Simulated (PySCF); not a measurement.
Isomers of C6H6O, mass 94.042 u with the commonest isotopes. Level of theory: PySCF, PBE0-D3(BJ)/def2-SVP geometry optimisation, gas phase. One conformer each, none proved a minimum here; rigid rotors.

**Question.** Order these by radius of gyration √(Σ m r²/M), smallest first.
A. `[OH:1][c:2]1[cH:3][cH:4][cH:5][cH:6][cH:7]1` with H–O1–C2–C3 180°
B. `C=C(C)C#CC=O`
C. `[CH2:1]=[CH:2][c:3]1[cH:4][cH:5][cH:6][o:7]1` with C1–C2–C3–C4 180° (vinylfuran)

**Answer.** A (1.730 Å), C (1.795 Å), B (2.337 Å).

**Question.** Order these by rotational constant C, largest first.
A. `[OH:1][c:2]1[cH:3][cH:4][cH:5][cH:6][cH:7]1` with H–O1–C2–C3 180°
B. `C=C(C)C#CC=O`
C. `[CH2:1]=[CH:2][c:3]1[cH:4][cH:5][cH:6][o:7]1` with C1–C2–C3–C4 180° (vinylfuran)

**Answer.** A (1796 MHz), C (1668 MHz), B (986.6 MHz).

**Question.** Order these by rotational constant B, largest first.
A. `C=C(C)C#CC=O`
B. `[CH2:1]=[CH:2][c:3]1[cH:4][cH:5][cH:6][o:7]1` with C1–C2–C3–C4 180°
C. `[OH:1][c:2]1[cH:3][cH:4][cH:5][cH:6][cH:7]1` with H–O1–C2–C3 180°

**Answer.** C (2629 MHz), B (2115 MHz), A (1119 MHz).

| SMILES | point group | Ia (u·Å²) | Ib (u·Å²) | Ic (u·Å²) | κ | μa (D) | μb (D) | μc (D) |
| --- | --- | --- | --- | --- | --- | --- | --- | --- |
| C=C(C)C#CC=O | Cs | 63.83 | 451.59 | 512.26 | -0.96 | 3.49 | 1.33 | 0.01 |
| C=Cc1ccco1 | Cs | 64.03 | 238.98 | 303.00 | -0.86 | 0.57 | 0.41 | 0.00 |
| Oc1ccccc1 | Cs | 89.25 | 192.21 | 281.46 | -0.57 | 0.23 | 1.34 | 0.00 |
